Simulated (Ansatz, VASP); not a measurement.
H4C: VASP beside Ansatz

```
H C
1.0
    -2.60907    2.47892    2.47892
     2.60907   -2.47892    2.47892
     2.60907    2.47892   -2.47892
H C
4 1
Cartesian
  1.9472 1.8501 -1.8501
  -1.9472 1.8501 1.8501
  1.9472 -1.8501 1.8501
  0.6619 0.6289 0.6289
  0.0000 0.0000 0.0000
```

Change from the starting cell: strain +0.0525 x Voigt [1, 0, 0, 0, 0, 0], atoms carried along.

Alike in both runs: task single point; functional PBEsol; k mesh 6 × 6 × 6; occupations gaussian, width 0.05 eV; no spin polarisation.

```csv
,VASP,Ansatz
version,VASP 6.6.1,Ansatz 0.2.0
potentials or method,"VASP PAW PBE potentials, release 64 (H, C)","scalar-relativistic, plane waves, PAW"
plane-wave cutoff (eV),520,420
valence electrons in the cell,8,8
```

|  | VASP | Ansatz | Ansatz less VASP |
| --- | --- | --- | --- |
| gap on the k mesh at the Fermi level (eV) | 7.41 | 7.41 | +0.002 |
| least direct gap on the mesh (eV) | 7.41 | 7.41 | +0.002 |
| pressure (GPa) | -1.3 | -1.2 | +0.02 |
| largest component of the traceless stress (GPa) | 1.22 | 1.23 | +0.010 |
| rms of the force components (eV/Å) | 0.184 | 0.198 | +0.0143 |

Atom by atom the forces differ by 0.017 eV/Å (rms over components). With one functional, cell and mesh, what is left measures potentials, basis and numerics.

Caveats: the PAW data sets were made with another functional, which shifts forces and pressure a little (VASP). A k mesh can miss the band edges.
